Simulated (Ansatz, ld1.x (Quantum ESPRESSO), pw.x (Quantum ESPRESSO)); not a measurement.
Pt (Z = 78): one change to the TM potential, in the atom and in the bcc crystal

* Element: platinum (Pt)
* Generator: ld1.x (Quantum ESPRESSO) 7.5
* Type: norm-conserving Troullier–Martins (Kleinman–Bylander form)
* Functional: PBE
* Relativity: scalar-relativistic
* Frozen core: [Xe] 4f14
* Valence charge: 10
* Reference configuration: 5d9 6s1 6p0
* Partial waves: 6p (bound, empty): rc 3.50 bohr; 5d (bound): rc 1.55 bohr; 5f channel at -0.1 Ry: rc 3.65 bohr; 6s (bound): rc 1.75 bohr
* Local potential: the s channel
* Core correction: a·sin(br)/r model core inside 1.25 bohr

Change: wave 6p (bound): rc 3.50 bohr becomes 6p (bound): rc 4.60 bohr.

Cutoffs, loose and tight: the cutoffs (Ry, on a coarse ladder) from which the occupation-weighted sum of valence levels, in a spherical-Bessel basis at the reference potential, stays within 10 and 1 mRy of its value at 400 Ry. They do not see the model core or the augmentation charge, which bear on the density cutoff. Test errors are all-electron minus pseudo excitation energies from the reference, over the configurations 5d9 6s0 6p0; 5d8 6s0 6p0; 5d7 6s0 6p0; 5d10 6s0 6p0; 5d9.5 6s0.5 6p0; 5d9 6s0.5 6p0; 5d8 6s2 6p0; variants that change the core or the reference have their own tests.

Crystal test: bcc Pt in pw.x 7.5, no spin, 15³ k-points, Fermi–Dirac smearing 0.01 Ry, cutoffs set for each file from its atomic test. The reference is all-electron LAPW (Ansatz 0.2.0) with the same functional, mesh and smearing; V0 and B0 come from Birch–Murnaghan fits to the pressures at five volumes. Errors are pseudo minus all-electron; Δ is the rms difference of the E(V) curves that follow from these fits, minima aligned, over ±6 % about the mean V0. Mesh and smearing are coarse, so the numbers serve the comparison and aren't converged zero-temperature values; the lattice is a test structure that the element need not adopt.

All-electron: a0 = 3.165 Å (V0 = 15.85 Å³/atom), B0 = 235.3 GPa.

Problem. Does the change bring the crystal closer to the all-electron result?

Solution. The mean pressure error goes from +0.49 to +7.37 GPa, so the change moves the solid further from the all-electron pressures. At 80 % of its cutoff the pressure of the base moves by -0.90 GPa.

```csv
quantity,base,changed
outcome (atom),generated,generated
"cutoff, loose (atom)",40 Ry,40 Ry
"cutoff, tight (atom)",70 Ry,70 Ry
bound ghosts (atom),none,none
largest test error (meV) (atom),-337,-66 over the solved tests; 1 of 7 tests not solved or not reliable
cutoffs in pw.x (Ry),85/340,85/340
a0 (Å),3.167,3.195
a0 error (%),+0.07,+0.97
B0 error (%),-2.1,-1.4
Δ (meV/atom),1.7,24.1
mean pressure error (GPa),+0.49,+7.37
```

Base: The largest radius (3.65 bohr) exceeds half the bond length (2.59 bohr), so the spheres overlap, which is one possible source of error among others. Changed file: The largest radius (4.60 bohr) exceeds half the bond length (2.59 bohr), so the spheres overlap, which is one possible source of error among others. This is a poor potential for the solid. Atomic configuration tests: 1 of 7 tests not solved or not reliable. The atomic cutoffs weigh occupied waves only.
